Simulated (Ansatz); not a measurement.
Relaxation of SbH2

Computed with Ansatz 0.2.0, DFT PBEsol, scalar-relativistic, plane waves, PAW. (420 eV cutoff, 14×14×14 k-mesh, Gaussian smearing of 0.10 eV, no spin polarisation)

What was changed in NbH2: Nb → Sb on all its sites, cell and atoms relaxed.

A cell with an odd number of electrons and no spin polarisation is a metal by construction and may be lower with spin.

Command:

```bash
ansatz run input.yaml --threads 1 --pin off --max-ram 2560MiB --backend cpu --events-out ev --progress --plain --runs-dir out
```

Input:

```yaml
crystal:
  lattice:
    - [0.0, 2.6058285442, 2.6058285442]
    - [2.6058285442, 0.0, 2.6058285442]
    - [2.6058285442, 2.6058285442, 0.0]
  atoms:
    - { symbol: Sb, position: [0.0, 0.0, 0.0] }
    - { symbol: H, position: [0.25, 0.25, 0.25] }
    - { symbol: H, position: [0.75, 0.75, 0.75] }
basis:
  ecutwfc: 420
kpoints:
  mp_grid: { grid: [14, 14, 14] }
hamiltonian:
  xc: pbesol
scf:
  occupations: { method: gaussian, width: 0.1 }
output:
  forces: true
  stress: true
  eigenvalues: true
relax:
  adjacent_minimum: "off"
  f_tol: 0.01
  max_steps: 60
  cell: { stress_tol: 0.1 }
```

F is the free energy. Steps run on the plane waves of an earlier cell, but the last one, and at times one on the way, on a freshly chosen basis, so a repeated geometry can differ a little in energy.

Steps:

```json
{"step": "1", "F − F(1) (eV)": "0.0000", "largest force component (eV/Å)": "0.000", "V (Å³/atom)": "11.796", "P (GPa)": "-0.32"}
{"step": "2", "F − F(1) (eV)": "-0.0001", "largest force component (eV/Å)": "0.000", "V (Å³/atom)": "11.664", "P (GPa)": "0.47"}
{"step": "3", "F − F(1) (eV)": "-0.0003", "largest force component (eV/Å)": "0.000", "V (Å³/atom)": "11.742", "P (GPa)": "0.00"}
{"step": "4", "F − F(1) (eV)": "-0.0002", "largest force component (eV/Å)": "0.000", "V (Å³/atom)": "11.742", "P (GPa)": "0.00"}
```

Relaxed structure:

```xyz
3
Lattice="0.0000 2.6019 2.6019 2.6019 0.0000 2.6019 2.6019 2.6019 0.0000" Properties=species:S:1:pos:R:3 pbc="T T T"
Sb    0.0000    0.0000    0.0000
H     1.3009    1.3009    1.3009
H     3.9028    3.9028    3.9028
```

The structure is cubic, space group Fm-3m (No. 225). Conventional cell: a = 5.204 Å, b = 5.204 Å, c = 5.204 Å, α = 90.00°, β = 90.00°, γ = 90.00°. Sb (site symmetry m-3m) is surrounded by 8 H at 2.25 Å. Around H (site symmetry -43m) lie 4 Sb at 2.25 Å.

The run converged. Time: 14 s on 1 thread of Arm Neoverse V1 (shared host), peak memory 0.34 GiB.